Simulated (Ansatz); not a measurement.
Input and command of a calculation in Ansatz (plane waves; scalar-relativistic PAW potentials unless the input names others):

```yaml
crystal:
  lattice:
    - [2.8620895607, 0.0, 0.0]
    - [-1.4310447804, 2.4786422675, 0.0]
    - [0.0, 0.0, 6.9791299921]
  atoms:
    - { symbol: Al, position: [0.0, 0.0, 0.0] }
    - { symbol: Al, position: [0.3333333333, 0.6666666667, 0.3333333333] }
    - { symbol: Al, position: [0.6666666667, 0.3333333333, 0.6666666667] }
basis:
  ecutwfc: 420
kpoints:
  mp_grid: { grid: [30, 30, 14] }
hamiltonian:
  xc: pbe
scf:
  occupations: { method: gaussian, width: 0.1 }
  max_iter: 75
output:
  forces: true
  eigenvalues: true
  stress: true
ENCUT: 60
```

```bash
ansatz run input.yaml --threads 1 --pin off --max-ram 2560MiB --backend cpu --events-out ev --progress --plain --runs-dir out
```

Q: What is wrong with this input?

A: The program refuses it, because of a keyword of another program (ENCUT: not typed → 60). Without that key it is accepted.

Abridged log:
```
Error: YAML parse error: error: line 23 column 1: unknown field `ENCUT`, expected one of crystal, accuracy, basis, kpoints, hamiltonian, magnetization, projection, total_charge, correlation, batch, efield, external_charges, scf, relax, neb, saddle, md, ramp, phonons, dielectric, real_time, elastic, magnetic_configurations, gw, evaluate, workflow, output, checkpoint, execution
  --> <input>:23:1
   |
21 |   eigenvalues: true
22 |   stress: true
23 | ENCUT: 60
   | ^ unknown field `ENCUT`, expected one of crystal, accuracy, basis, kpoints, hamiltonian, magnetization, projection, total_charge, correlation, batch, efield, external_charges, scf, relax, neb, saddle, md, ramp, phonons, dielectric, real_time, elastic, magnetic_configurations, gw, evaluate, workflow, output, checkpoint, execution
```